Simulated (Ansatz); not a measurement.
# A trial form of AgOF

Theory: DFT PBE, scalar-relativistic, plane waves, PAW in Ansatz 0.2.0. Cutoff 420 eV, Gaussian smearing, Γ-centred meshes. In-plane cell and atoms relax first on a coarse mesh and then on a converged one. The steps can't lower the symmetry of their start. Collinear spin is switched on along the way, since trial moments persisted in a coarse test.

The guess for AgOF was made by a generator: Janus sheet modelled on a layer of TiO2, with F on the O sites and Ag on the Ti sites (top face changed F to O).

This is a two-dimensional sheet: the third axis spans vacuum and isn't periodic.

```cif
data_structure
_symmetry_space_group_name_H-M 'P 1'
_symmetry_Int_Tables_number 1
_cell_length_a 2.6302
_cell_length_b 2.6302
_cell_length_c 17.0000
_cell_angle_alpha 90.000
_cell_angle_beta 90.000
_cell_angle_gamma 120.000
_cell_volume 101.85
loop_
_atom_site_label
_atom_site_type_symbol
_atom_site_fract_x
_atom_site_fract_y
_atom_site_fract_z
_atom_site_occupancy
Ag1 Ag 0.33333 0.66667 0.49682 1
O1 O 0.00000 0.00000 0.56819 1
F1 F 0.00000 0.00000 0.43181 1
```

Formation energies are uncorrected and refer to the elements' standard structures at the same level (F₂, O₂ as molecules).

Task: Describe the relaxed structure.

Result: The symmetry stays p3m1 (No. 69). The area per atom grows by 50.2 %, from 2.0 to 3.0 Å². The shortest distance goes from 1.88 Å (Ag–F) to 2.20 Å (Ag–O). The energy falls by about 1.7 eV/atom (the start's value is from the coarse mesh). The program sets the height of the box itself, so the height of the cell differs between start and end. In-plane cell: a = 3.223 Å, b = 3.223 Å, γ = 120.0°, thickness 2.53 Å between the outermost nuclei. Ag at height 1.36 Å has 3 O at 2.20 Å and 3 F at 2.30 Å; O at height 2.53 Å has 3 Ag at 2.20 Å; F at height 0.00 Å has 3 Ag at 2.30 Å and 1 O at 2.53 Å.

```yaml
crystal:
  periodic: [true, true, false]
  lattice:
    - [3.22334, 0.00000, 0.00000]
    - [-1.61167, 2.79150, 0.00000]
    - [0.00000, 0.00000, 28.43703]
  atoms:
    - { symbol: Ag, position: [0.33333, 0.66667, 0.30046] }
    - { symbol: O, position: [0.00000, 0.00000, 0.34164] }
    - { symbol: F, position: [0.00000, 0.00000, 0.25272] }
```

Task: How does it come out in energy, and is it a metal?

Result:

- Formation energy: −0.067 eV/atom
- Gap on the 18×18×1 mesh of the 3-atom cell: 0.56 eV
- Net moment per atom: 0.67 μB
- Moment by site: Ag 0.6; O 1.1; F 0.2 μB

A negative formation energy is needed for stability but isn't enough: competing phases decide.

The last run used collinear spin and Gaussian smearing of 0.10 eV. Kohn–Sham gaps at this level usually fall short of measured ones. The magnetic state reached may not be the lowest. Symmetry constrained the relaxation, so the result can be a saddle point. Site moments count only spheres around the atoms; the net moment includes the space between them.
